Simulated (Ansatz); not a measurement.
Sb: from a trial structure to a relaxed crystal

Method: DFT PBE, scalar-relativistic, plane waves, PAW in Ansatz 0.2.0. Cutoff 420 eV, Γ-centred k mesh, Gaussian smearing, no spin polarisation in the final step.

Sb was placed on the indium (bct) structure type (I4/mmm, No. 139), at a guessed volume.

```xyz
1
Lattice="-1.7228 1.7228 2.6209 1.7228 -1.7228 2.6209 1.7228 1.7228 -2.6209" Properties=species:S:1:pos:R:3 pbc="T T T"
Sb    0.0000    0.0000    0.0000
```

Cell and atoms relax at zero pressure; the relaxation can't lower the symmetry of the start. After a coarse first stage the cell is made exact in the group found at 0.06 Å.

Energies count from the standard state of Sb at the same level.

(1) Which crystal results?

(2) What are its volume, energy, density and gap?

Answers

(1) It keeps I4/mmm (No. 139). The result has the indium (bct) structure. Conventional cell: a = 3.170 Å, c = 5.550 Å. Sb has 4 Sb at 3.17 Å and 8 Sb at 3.57 Å.

```cif
data_structure
_symmetry_space_group_name_H-M 'I4/mmm'
_symmetry_Int_Tables_number 139
_cell_length_a 3.1703
_cell_length_b 3.1703
_cell_length_c 5.5496
_cell_angle_alpha 90.000
_cell_angle_beta 90.000
_cell_angle_gamma 90.000
_cell_volume 55.78
loop_
_atom_site_label
_atom_site_type_symbol
_atom_site_symmetry_multiplicity
_atom_site_Wyckoff_symbol
_atom_site_fract_x
_atom_site_fract_y
_atom_site_fract_z
_atom_site_occupancy
Sb1 Sb 2 a 0.00000 0.00000 0.00000 1
```

(2) The volume per atom is 27.89 Å³ and the density is 7.25 g/cm³. The energy over the standard structure is 0.30 eV/atom and the gap on the 24×24×24 mesh is 0 eV (a metal).

The final run used a 24×24×24 mesh on its 1-atom cell and 0.10 eV smearing. The k mesh leaves about 4 meV/atom of noise in metals. Spin–orbit coupling is left out. A structure relaxed within its symmetry needn't be a true minimum.